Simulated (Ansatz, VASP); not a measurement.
## BN: VASP beside Ansatz

```
CELL_PARAMETERS angstrom
2.49455 0.00156 -0.22340
-1.23862 2.16532 0.22336
-0.92901 -0.90890 3.62177
ATOMIC_POSITIONS crystal
B 0.99085 0.99133 0.99356
N 0.65730 0.32456 0.99324
```

Alike in both runs: functional PBEsol; k mesh 12 × 12 × 12; no spin polarisation.

Ansatz relaxed the structure, and its values are those at the end. VASP's run is a single point on that final structure, the one shown.

```csv
,VASP,Ansatz
version,VASP 6.6.1,Ansatz 0.2.0
potentials or method,"VASP PAW PBE potentials, release 64 (B, N)","scalar-relativistic, plane waves, PAW"
plane-wave cutoff (eV),520,420
occupations,"gaussian, width 0.01 eV",fixed
valence electrons in the cell,8,8
```

```csv
,VASP,Ansatz,Ansatz less VASP
gap on the k mesh at the Fermi level (eV),4.27,4.28,+0.010
least direct gap on the mesh (eV),4.62,4.63,+0.007
pressure (GPa),0.1,-0.2,-0.28
```

Ansatz warned: «structure_snapped_to_symmetry».

Caveats: the PAW data sets were made with another functional, which shifts forces and pressure a little (VASP); this functional lacks dispersion, which binds the layers, so the pressure and a relaxed spacing across them are unreliable. A k mesh can miss the band edges. A hybrid or GW would open this gap; PBEsol tends to underestimate it.
